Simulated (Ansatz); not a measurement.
# Forms of Zr3H: one energy to predict

Computed with Ansatz 0.2.0, DFT PBE, scalar-relativistic, plane waves, PAW. Settings: cutoff 420 eV, Γ-centred meshes spaced at most about 0.3 Å⁻¹, and about 0.25 Å⁻¹ or finer for metals (2π included), Gaussian smearing. No spin polarisation.

Temperature and zero-point effects are left out. Rows are sorted by volume; energies count from the lowest form computed. Coordination counts Zr atoms around H (those within 1.25 times the shortest such distance or 1.15 times the sum of covalent radii, 1.27 where that leaves under three; the shortest distance is added where it exceeds 1.18 times the sum of covalent radii). The table shows 6 of 15 forms computed.

```csv
row,form,source,atoms,coordination,V (Å³/atom),gap on mesh (eV),ΔE (meV/atom)
1,Cmcm,invented,8,H 6,17.7,0,?
2,P6_3/mmc,invented,8,H 6,17.8,0,39
3,Cmc2_1,invented,8,H 4,18.3,0,0
4,"Cu3Au (L1_2) type, Pm-3m",invented,4,H 12 from 3.0 Å,19.1,0,820
5,Im-3m,invented,4,H 6,19.5,0,834
6,P6_3/mmc,invented,8,H 6,19.7,0,456
```

The cell of row 1:

```
CELL_PARAMETERS angstrom
1.52442 -5.27265 0.00000
1.52442 5.27265 0.00000
0.00000 0.00000 8.82215
ATOMIC_POSITIONS crystal
Zr 0.38434 0.61566 0.25000
Zr 0.12500 0.87500 0.42377
Zr 0.12500 0.87500 0.07623
Zr 0.61566 0.38434 0.75000
Zr 0.87500 0.12500 0.57623
Zr 0.87500 0.12500 0.92377
H 0.71681 0.28319 0.25000
H 0.28319 0.71681 0.75000
```

Question: Estimate the missing energy, and say where the row ranks.

Answer: 106 meV/atom, which puts it above row 2 and below row 6. Counting Zr atoms around H, row 1 has H 6 and the lowest form (row 3) has H 4.

An observed structure of this formula, if there is one, may be missing.

With hydrogen, zero-point motion can shift such differences by 10 meV/atom or more. Cells relaxed within their symmetry can be saddle points. Some structure types and database cells were kept out of the candidates from the start, so a known form may be missing.
